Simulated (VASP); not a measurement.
**PbO in VASP 6.6.1, single-point calculation**

INCAR

```
ISMEAR = -1
NBANDS = 17
LCHARG = .FALSE.
PREC = High
EDIFF = 1E-7
ISYM = 1
SIGMA = 0.02
IMIX = 1
LASPH = .TRUE.
ENCUT = 520
AMIX = 0.4
LREAL = .FALSE.
ISIF = 2
IBRION = -1
NSW = 0
NELM = 120
LWAVE = .FALSE.
GGA = PE
```

KPOINTS

```
KPOINTS created by Atomic Simulation Environment
0
Gamma
8 8 8
0 0 0
```

POSCAR

```
Pb O
 1.0000000000000000
     0.0173767833000000    2.6238942799000000    2.6238942799000000
     2.6238942799000000    0.0173767833000000    2.6238942799000000
     2.6238942799000000    2.6238942799000000    0.0173767833000000
 Pb  O
   1   1
Cartesian
  0.0000000000000000  0.0000000000000000  0.0000000000000000
  2.6325826715499998  2.6325826715499998  2.6325826715499998
```

The recommended PBE PAW datasets give the neutral cell 20 valence electrons.

Command

```
mpirun -np 1 vasp_std
```

OSZICAR

```
N       E                     dE             d eps       ncg     rms          rms(c)
DAV:   1     0.167079305853E+03    0.16708E+03   -0.10260E+04  2266   0.139E+03
DAV:   2     0.324952796719E+00   -0.16675E+03   -0.15833E+03  2301   0.352E+02
DAV:   3    -0.123495387114E+02   -0.12674E+02   -0.12588E+02  2702   0.103E+02
DAV:   4    -0.125997174461E+02   -0.25018E+00   -0.25001E+00  2861   0.148E+01
DAV:   5    -0.126069745150E+02   -0.72571E-02   -0.72561E-02  3045   0.253E+00    0.866E+00
DAV:   6    -0.107147607189E+02    0.18922E+01   -0.15568E+01  3091   0.276E+01    0.520E+00
DAV:   7    -0.104791434317E+02    0.23562E+00   -0.39782E+00  2854   0.161E+01    0.178E+00
DAV:   8    -0.103960518131E+02    0.83092E-01   -0.82115E-01  3124   0.678E+00    0.122E+00
DAV:   9    -0.103858443495E+02    0.10207E-01   -0.15200E-01  3021   0.324E+00    0.414E-01
DAV:  10    -0.103826939925E+02    0.31504E-02   -0.32093E-02  3049   0.143E+00    0.320E-01
...
DAV:  15    -0.103825108165E+02   -0.20651E-04   -0.14592E-05  2448   0.369E-02    0.204E-02
DAV:  16    -0.103825210449E+02   -0.10228E-04   -0.43401E-06  2548   0.195E-02    0.136E-02
DAV:  17    -0.103825262754E+02   -0.52305E-05   -0.17473E-06  2414   0.120E-02    0.858E-03
DAV:  18    -0.103825287730E+02   -0.24976E-05   -0.67180E-07  2467   0.714E-03    0.565E-03
DAV:  19    -0.103825299718E+02   -0.11987E-05   -0.30625E-07  2543   0.465E-03    0.367E-03
DAV:  20    -0.103825305306E+02   -0.55878E-06   -0.13380E-07  2405   0.297E-03    0.242E-03
DAV:  21    -0.103825307884E+02   -0.25784E-06   -0.61177E-08  1926   0.199E-03    0.160E-03
DAV:  22    -0.103825309044E+02   -0.11600E-06   -0.31362E-08  1770   0.142E-03    0.106E-03
DAV:  23    -0.103825309549E+02   -0.50501E-07   -0.14302E-08  1387   0.959E-04
   1 F= -.10382531E+02 E0= -.10382531E+02  d E =-.336880E-07
```

From OUTCAR

```
k-points           NKPTS =     65   k-points in BZ     NKDIM =     65   number of bands    NBANDS=     17

   NELECT =      20.0000    total number of electrons

   dimension x,y,z NGX =    28 NGY =   28 NGZ =   28
   dimension x,y,z NGXF=    40 NGYF=   40 NGZF=   40

  energy-cutoff  :      520.00
  volume of cell :       35.77
      direct lattice vectors                 reciprocal lattice vectors
     0.017376783  2.623894280  2.623894280    -0.192459926  0.191193742  0.191193742
     2.623894280  0.017376783  2.623894280     0.191193742 -0.192459926  0.191193742
     2.623894280  2.623894280  0.017376783     0.191193742  0.191193742 -0.192459926

 k-points in reciprocal lattice and weights: KPOINTS created by Atomic Simulation Env
   0.00000000  0.00000000  0.00000000       0.002
   0.12500000  0.00000000  0.00000000       0.012
   0.25000000  0.00000000  0.00000000       0.012
   0.37500000  0.00000000  0.00000000       0.012
   0.50000000  0.00000000  0.00000000       0.006
   0.12500000  0.12500000  0.00000000       0.012
   0.25000000  0.12500000  0.00000000       0.023
   0.37500000  0.12500000  0.00000000       0.023
   ...

 E-fermi :   6.6616

 k-point     1 :       0.0000    0.0000    0.0000
  band No.  band energies     occupation
      1     -11.1560      2.00000
      2      -9.9129      2.00000
      3      -9.9120      2.00000
      4      -9.9120      2.00000
      5      -9.7880      2.00000
      6      -9.7880      2.00000
      7      -0.9987      2.00000
      8       4.0754      2.00000
      9       4.1304      2.00000
     10       4.1304      2.00000
     11      14.7199      0.00000
     12      14.7836      0.00000
     13      14.7836      0.00000
     14      16.8545      0.00000
     15      17.7498      0.00000
     16      17.9517      0.00000
     17      17.9517      0.00000

 k-point     2 :       0.1250    0.0000    0.0000
  band No.  band energies     occupation
      1     -11.0706      2.00000
      2      -9.9123      2.00000
      3      -9.9007      2.00000
      4      -9.8979      2.00000
      5      -9.7942      2.00000
      6      -9.7935      2.00000
      7      -1.1717      2.00000
      8       4.1350      2.00000
      9       4.1806      2.00000
     10       4.3777      2.00000
     11      12.7791      0.00000
     12      14.0169      0.00000
     13      14.0689      0.00000
     14      16.1970      0.00000
     15      18.2855      0.00000
     16      18.4752      0.00000
     17      19.8976      0.00000

 k-point     3 :       0.2500    0.0000    0.0000
  band No.  band energies     occupation
      1     -10.8550      2.00000
      2      -9.9147      2.00000
      3      -9.8910      2.00000
      4      -9.8839      2.00000
      5      -9.7886      2.00000
      6      -9.7864      2.00000
      7      -1.5410      2.00000
      8       4.2756      2.00000
      9       4.3106      2.00000
     10       4.9805      2.00000
     11      10.0755      0.00000
     12      12.7727      0.00000
     13      12.8173      0.00000
     14      16.0346      0.00000
     15      19.3062      0.00000
     16      19.5053      0.00000
     17      21.4457      0.00000

 ...

  Total        0.3765430      0.3765430      0.3765430     -0.0455870     -0.0455870     -0.0455870
  in kB       16.8652140     16.8652140     16.8652140     -2.0418228     -2.0418228     -2.0418228
  external PRESSURE =      16.8652140 kB  Pullay stress =       0.0000000 kB

 POSITION                                       TOTAL-FORCE (eV/Angst)
 -----------------------------------------------------------------------------------
      0.00000      0.00000      0.00000         0.000000      0.000000     -0.000000
      2.63258      2.63258      2.63258        -0.000000     -0.000000      0.000000
 -----------------------------------------------------------------------------------
    total drift:                                0.000000     -0.000000      0.000000

  FREE ENERGIE OF THE ION-ELECTRON SYSTEM (eV)
  ---------------------------------------------------
  free  energy   TOTEN  =       -10.3825309549 eV

  energy  without entropy=      -10.3825309212  energy(sigma->0) =      -10.38253094
```

It converged. Results: gap between bands v and c on the k mesh 0.47 eV; least direct gap on the k mesh 0.49 eV; pressure 1.7 GPa. Band v is the last that the valence electrons fill when counted band by band, and c is the next.

For comparison, a separate PBE run of the intended cell, on usual settings and not on those above, gives a gap of 0.47 eV on its mesh and a pressure of 1.7 GPa.

The run above took about 66 s on one core of a shared host (Intel Xeon Platinum 8488C) and held 0.15 GiB at most.
